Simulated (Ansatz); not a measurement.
## How far do frozen cores hold at 0.4 of the volume?

Ansatz 0.2.0 under PBE, scalar-relativistic: all-electron LAPW against the default frozen-core PAW files and norm-conserving files, on the same cells and meshes. Each crystal is compressed to 0.4 of its own relaxed volume, with k spacings near 0.17 Å⁻¹ and smearing of 0.05 to 0.1 eV; spin polarisation is left out. The structure types needn't be the stable ones.

Q: For which of Tl (hcp), Br (bcc), Ca (beta tin), Mg (bcc), Re (simple hexagonal), F (beta tin), HfN (zincblende) does the PAW pressure depart most from LAPW, and by how much?

A: Re (simple hexagonal), by +1.13 %. All values:

| crystal | V (Å³/atom) | P LAPW (GPa) | PAW − LAPW (%) | energy rise, PAW − LAPW (meV/atom) | norm-conserving − LAPW (%) |
| --- | --- | --- | --- | --- | --- |
| Tl (hcp) | 12.59 | 294.0 | 0.22 | 6 | 0.63 |
| Br (bcc) | 10.73 | 240.7 | 0.25 | 6 | -0.24 |
| Ca (beta tin) | 17.22 | 48.5 | 0.00 | 0 | -0.39 |
| Mg (bcc) | 9.17 | 189.8 | -0.04 | 3 | 0.21 |
| Re (simple hexagonal) | 6.54 | 1785 | 1.13 | 194 | 0.94 |
| F (beta tin) | 4.52 | 410.5 | 0.18 | 6 | -0.11 |
| HfN (zincblende) | 5.94 | 956.2 | 0.11 | 28 | 0.06 |
